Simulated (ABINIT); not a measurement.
The system is Au.

```
CELL_PARAMETERS angstrom
3.98195 0.00000 0.00000
0.00000 3.98195 0.00000
0.00000 0.00000 3.98195
ATOMIC_POSITIONS crystal
Au 0.50000 0.00000 0.00000
Au 0.00000 0.50000 0.00000
Au 0.00000 0.00000 0.50000
```

The cell was built by a generator and needn't be a form met in nature.

| Property | Result |
| --- | --- |
| Program | ABINIT 10.8.3 (patched build) |
| Task | single point |
| Functional | PBE |
| Potentials or basis | JTH PAW PBE v2.0 |
| Cutoff | 544 eV |
| k mesh | 7 × 7 × 7 |
| Occupations | fermi-dirac, width 0.05 eV |
| Spin | no spin polarisation |

On this cell: pressure 0.2 GPa; largest force zero by symmetry; band gap on the k mesh none (metal or under the smearing width).

The same run follows on a disturbed copy (atoms moved at random, drawn with an rms of 0.05 Å):

```
CELL_PARAMETERS angstrom
3.98195 0.00000 0.00000
0.00000 3.98195 0.00000
0.00000 0.00000 3.98195
ATOMIC_POSITIONS crystal
Au 0.50472 0.00470 0.99971
Au 0.99813 0.49623 0.99676
Au 0.98747 0.99710 0.50089
```

Question: What changes?

Answer: The energy (extrapolated to zero smearing) moves by +6.5 meV/atom; pressure 0.4 GPa; largest force 0.592 eV/Å; band gap on the k mesh none (metal or under the smearing width).

Forces in eV/Å, atoms in the order of the input:
```
Au  -0.562 -0.183  0.035
Au   0.180  0.220  0.091
Au   0.382 -0.036 -0.126
```

Stress tensor (GPa, compression positive):
```
 0.43  0.06 -0.03
 0.06  0.29  0.00
-0.03  0.00  0.48
```
